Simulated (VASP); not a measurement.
Here is a VASP 6.6.1 calculation.

Contents of INCAR:

```
ALGO     = Normal         # electronic algorithm
EDIFF    = 1E-6           # SCF threshold, eV
ENCUT    = 520            # plane-wave cutoff, eV
GGA      = PS             # functional
ICORELEVEL= 1            
ISIF     = 2              # what is computed and relaxed
ISMEAR   = 1              # smearing method
KPAR     = 4            
LASPH    = True           # aspherical terms in the spheres
LCHARG   = False          # write CHGCAR
LREAL    = False          # projectors in reciprocal space
LWAVE    = False          # write WAVECAR
NELM     = 100            # most SCF steps
PREC     = Accurate       # precision mode
SIGMA    = 0.1            # smearing width, eV
```

Contents of KPOINTS:

```
k-points
0
Gamma
  7 7 7
```

POSCAR

```
Nb
1.0
    6.6558000000      0.0000000000      0.0000000000
    0.0000000000      6.6558000000      0.0000000000
    0.0000000000      0.0000000000      6.6558000000
Nb
16
Direct
    0.0000000000      0.0000000000      0.0000000000
    0.5000000000      0.0000000000      0.0000000000
    0.0000000000      0.5000000000      0.0000000000
    0.0000000000      0.0000000000      0.5000000000
    0.2500000000      0.2500000000      0.2500000000
    0.5000000000      0.5000000000      0.0000000000
    0.5000000000      0.0000000000      0.5000000000
    0.7500000000      0.2500000000      0.2500000000
    0.0000000000      0.5000000000      0.5000000000
    0.2500000000      0.7500000000      0.2500000000
    0.2500000000      0.2500000000      0.7500000000
    0.5000000000      0.5000000000      0.5000000000
    0.7500000000      0.7500000000      0.2500000000
    0.7500000000      0.2500000000      0.7500000000
    0.2500000000      0.7500000000      0.7500000000
    0.7500000000      0.7500000000      0.7500000000
```

Potentials or basis: VASP PAW PBE potentials, release 64 (Nb_sv).

Launch:

```sh
$ cat potpaw_PBE.64/Nb_sv/POTCAR > POTCAR
$ mpirun -np 4 vasp_std > vasp.out
```

(1) What does it give for the band gap on the k mesh?

(2) What does it give for the pressure?

Answers

(1) none (metal or under the smearing width).

(2) -8.8 GPa.

Caveat: the PAW data sets were made with another functional, which shifts forces and pressure a little.
